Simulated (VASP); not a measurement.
A run of VASP 6.6.1:

File INCAR:

```
PREC = Accurate
ENCUT = 520
EDIFF = 1E-7
ISMEAR = 0
SIGMA = 0.1
LREAL = False
LASPH = True
NELM = 100
ALGO = Normal
ISIF = 3
LWAVE = False
LCHARG = False
GGA = PS
IBRION = 2
NSW = 80
EDIFFG = -0.002
PSTRESS = 750.0
```

Contents of KPOINTS:

```
Automatic mesh
0
Gamma
  4 4 4
```

File POSCAR:

```
Hf                                      
1.0
   -1.5352967650      1.5352967650      1.5352967650
    1.5352967650     -1.5352967650      1.5352967650
    1.5352967650      1.5352967650     -1.5352967650
  Hf            
     1
Direct
     0.0000000000000000    0.0000000000000000    0.0000000000000000
```

Potentials or basis: VASP PAW PBE potentials, release 64 (Hf_pv).

Command:

```console
$ cat potpaw_PBE.64/Hf_pv/POTCAR > POTCAR
$ mpirun -np 1 vasp_std > vasp.out
```

Hardware: 1 thread of AMD EPYC 7R13 Processor (Zen 3), on a shared host.

**Question.** How long does it take, and how much memory?

**Answer.** It took 3 s on 1 thread of AMD EPYC 7R13 Processor (Zen 3) (shared host), peak memory 0.09 GiB. Counts: scf iterations 12, k points 8, ion steps 1.
